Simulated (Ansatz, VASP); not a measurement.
This is a calculation of LiCl for Ansatz 0.2.0. 

File input.yaml:

```yaml
crystal:
  lattice:
    - [0.0, 2.56477, 2.56477]
    - [2.56477, 0.0, 2.56477]
    - [2.56477, 2.56477, 0.0]
  atoms:
    - { symbol: Cl, position: [0.5, 0.5, 0.5] }
    - { symbol: Li, position: [0.0, 0.0, 0.0] }
hamiltonian:
  xc: pbe
  pseudopotentials: { kind: paw }
kpoints:
  mp_grid: { grid: [9, 9, 9] }
scf:
  occupations: { method: gaussian, width: 0.05 }
output:
  forces: true
  stress: true
  eigenvalues: true
  write_density: true
  write_potential: true
  elf: true
  volumetric_format: npy
```

Potentials or basis: Ansatz PAW.

Command:

```console
$ ansatz run input.yaml --threads 2 --pin off --max-ram 5632MiB --backend cpu --events-out ev --progress --plain --runs-dir out
```

Translate it to VASP 6.6.1. Potentials or basis there: PBE PAW files Cl, Li, 500 eV.

As run (cutoffs and basis follow the program's own potentials, and thresholds, step limits or extra output files can differ):

Contents of INCAR:

```
  PREC = Accurate
  ENCUT = 500
  EDIFF = 1E-6
  ISMEAR = 0
  SIGMA = 0.05
  LREAL = F
  LASPH = T
  NELM = 60
  ALGO = Normal
  ISIF = 2
  LWAVE = F
  LCHARG = T
  GGA = PE
  LELF = T
  LVHAR = T
```

KPOINTS

```
regular mesh
0
Gamma
  9 9 9
```

The input POSCAR:

```
LiCl
3.6271
    0.000000000000      0.707113120675      0.707113120675
    0.707113120675      0.000000000000      0.707113120675
    0.707113120675      0.707113120675      0.000000000000
Cl Li
1 1
Direct
    0.5000000000      0.5000000000      0.5000000000
    0.0000000000      0.0000000000      0.0000000000
```

Potentials or basis: VASP PAW PBE potentials, release 64 (Cl, Li).

Launch:

```sh
$ cat potpaw_PBE.64/Cl/POTCAR potpaw_PBE.64/Li/POTCAR > POTCAR
$ mpirun -np 1 vasp_std > vasp.out
```

Both were run:

|  | Ansatz | VASP |
| --- | --- | --- |
| Pressure | 0.4 GPa | 0.4 GPa |

Ansatz's pressure holds a Pulay term of +0.00 GPa for its cutoff of 420 eV, which the other run lacks.

The potentials hold 10 and 8 valence electrons a cell.

Where Ansatz's input types no cutoff or centring, it takes its own default and a Γ-centred mesh.

Pressure is positive in compression.
